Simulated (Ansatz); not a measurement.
# C18O: the cost of one run

Method: DFT PBE+D3(BJ), scalar-relativistic, plane waves, PAW, in Ansatz 0.2.0.

3 further runs of the same task are left out: 3 set aside as unsound or not needed.

### Step 1. Starting point

Symmetry: R-3m, No. 166, trigonal system. The conventional cell has a = 2.465 Å, b = 2.465 Å, c = 10.122 Å, α = 90.00°, β = 90.00°, γ = 120.00°. Around C (site symmetry 3m) lie 3 C at 1.42 Å.

Coordinates:

```
CELL_PARAMETERS angstrom
2.13468 -1.23246 -0.01079
2.13468 1.23246 -0.01079
-1.40161 0.00000 3.38107
ATOMIC_POSITIONS crystal
C 0.83337 0.83337 0.00011
C 0.16663 0.16663 0.99989
```

It goes back to an entry of the Materials Project, which need not be the stable form.

It is the result of an earlier relaxation at this level (volume 8.88 Å³/atom; gap on the mesh: 0.69 eV).

The perfect supercell (rows -2 1 -1; 1 -2 -1; -1 -1 1 in vectors of this cell) comes from an earlier run at this level (18 atoms, E(σ→0) -4519.5246 eV, gap 0.64 eV on its own mesh).

### Step 2. Making the defect

The extra atom is put at (0.729, 0.674, 0.965) of the supercell, the middle of a void of radius 1.90 Å. The other atoms start on their ideal sites. Its neighbours are 1 C at 1.90 Å, 1 C at 1.91 Å, 1 C at 1.97 Å, 1 C at 2.00 Å, 1 C at 2.12 Å, 1 C at 2.15 Å, 1 C at 2.21 Å.

### Step 3. Relaxation at the host's cell

input.yaml

```yaml
crystal:
  lattice:
    - [-0.7330683196, 3.6973851341, -3.3702827575]
    - [-0.7330683196, -3.6973851341, -3.3702827575]
    - [-5.6709571555, 0.0, 3.4026574436]
  atoms:
    - { symbol: C, position: [0.3888381359, 0.7221714692, 0.1111236645] }
    - { symbol: C, position: [0.3888381359, 0.3888381359, 0.7777903311] }
    - { symbol: C, position: [0.0555048025, 0.0555048025, 0.1111236645] }
    - { symbol: C, position: [0.3888381359, 0.0555048025, 0.4444569978] }
    - { symbol: C, position: [0.0555048025, 0.7221714692, 0.7777903311] }
    - { symbol: C, position: [0.7221714692, 0.3888381359, 0.1111236645] }
    - { symbol: C, position: [0.0555048025, 0.3888381359, 0.4444569978] }
    - { symbol: C, position: [0.7221714692, 0.0555048025, 0.7777903311] }
    - { symbol: C, position: [0.7221714692, 0.7221714692, 0.4444569978] }
    - { symbol: C, position: [0.2778285308, 0.6111618641, 0.8888763355] }
    - { symbol: C, position: [0.2778285308, 0.2778285308, 0.5555430022] }
    - { symbol: C, position: [0.9444951975, 0.9444951975, 0.8888763355] }
    - { symbol: C, position: [0.2778285308, 0.9444951975, 0.2222096689] }
    - { symbol: C, position: [0.9444951975, 0.6111618641, 0.5555430022] }
    - { symbol: C, position: [0.6111618641, 0.2778285308, 0.8888763355] }
    - { symbol: C, position: [0.9444951975, 0.2778285308, 0.2222096689] }
    - { symbol: C, position: [0.6111618641, 0.9444951975, 0.5555430022] }
    - { symbol: C, position: [0.6111618641, 0.6111618641, 0.2222096689] }
    - { symbol: O, position: [0.7291666667, 0.6736111111, 0.9652777778] }
  host:
    lattice:
      - [2.1346751584, -1.2324617114, -0.010791562]
      - [2.1346751584, 1.2324617114, -0.010791562]
      - [-1.4016068388, 0.0, 3.3810743196]
    atoms:
      - { symbol: C, position: [0.833371533, 0.833371533, 0.0001140594] }
      - { symbol: C, position: [0.166628467, 0.166628467, 0.9998859406] }
basis:
  ecutwfc: 420
  xc_grid: 2
kpoints:
  mp_grid: { grid: [4, 4, 4], shift: [0.5, 0.5, 0.5] }
hamiltonian:
  xc: pbe
  dispersion: d3bj
scf:
  occupations: { method: gaussian, width: 0.01 }
output:
  forces: true
  stress: false
  eigenvalues: true
  charged_corrections: { defect_position: [0.72916667, 0.67361111, 0.96527778] }
  write_density: true
  write_potential: true
  elf: true
  volumetric_format: npy
relax:
  adjacent_minimum: "off"
  f_tol: 0.025
  max_steps: 45
```

The run is started by

```bash
$ ansatz run input.yaml --threads 4 --pin off --max-ram 10240MiB --backend cpu --events-out ev --progress --plain --runs-dir out
```

What time and memory should one allow on 4 threads of AMD EPYC 7R43 (Zen 3), shared host?

About 2 min, with a peak of 0.67 GiB.
